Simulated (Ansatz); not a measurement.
Crystal: Mn3Si.

```
CELL_PARAMETERS angstrom
0.00000 2.86100 2.86100
2.86100 0.00000 2.86100
2.86100 2.86100 0.00000
ATOMIC_POSITIONS crystal
Mn 0.75000 0.75000 0.75000
Mn 0.25000 0.25000 0.25000
Mn 0.50000 0.50000 0.50000
Si 0.00000 0.00000 0.00000
```

| Item | Value |
| --- | --- |
| Program | Ansatz 0.2.0 |
| Task | single point |
| Functional | PBEsol |
| Potentials or basis | Ansatz PAW |
| Cutoff | 420 eV (not typed: the program's choice for these potentials) |
| k mesh | 8 × 8 × 8 |
| Occupations | fermi-dirac, width 0.05 eV |
| Spin | collinear spin, ferromagnetic start |
| Starting moments | [4.0, 4.0, 4.0, 0.0] μB |

On this cell: pressure -15.9 GPa; largest force zero by symmetry; net moment 1.01 μB per cell; site moments Mn -0.82, +2.56; Si +0.04 μB; band gap on the k mesh none (metal or under the smearing width).

The same run follows on a disturbed copy (atoms moved at random, drawn with an rms of 0.05 Å):

```
Mn Si
1.0
     0.00000    2.86100    2.86100
     2.86100    0.00000    2.86100
     2.86100    2.86100    0.00000
Mn Si
3 1
Direct
  0.74461 0.77229 0.74188
  0.26801 0.24357 0.24776
  0.51111 0.47493 0.50556
  0.00258 0.00280 0.98626
```

**Question.** What changes?

**Answer.** The energy (extrapolated to zero smearing) moves by +23.9 meV/atom; pressure -15.1 GPa; largest force 1.102 eV/Å; net moment 1.01 μB per cell; site moments Mn -0.76, -0.78, +2.44; Si +0.04 μB; band gap on the k mesh none (metal or under the smearing width).

Forces in eV/Å, atoms in the order of the input:
```
Mn  -0.801  0.614 -0.441
Mn   0.208 -0.648 -0.157
Mn   0.370 -0.345  0.502
Si   0.223  0.379  0.096
```

Stress tensor (GPa, compression positive):
```
-15.23   0.00   0.52
  0.00 -14.89  -0.31
  0.52  -0.31 -15.25
```

Caveats: the PAW data sets come from PBE, with cores solved anew for the run's functional, which leaves a small shift of forces and pressure; the starting moments weren't kept; so large a pressure means that the cell lies far from this level's equilibrium, or that cutoff or potentials fall short (some runs).
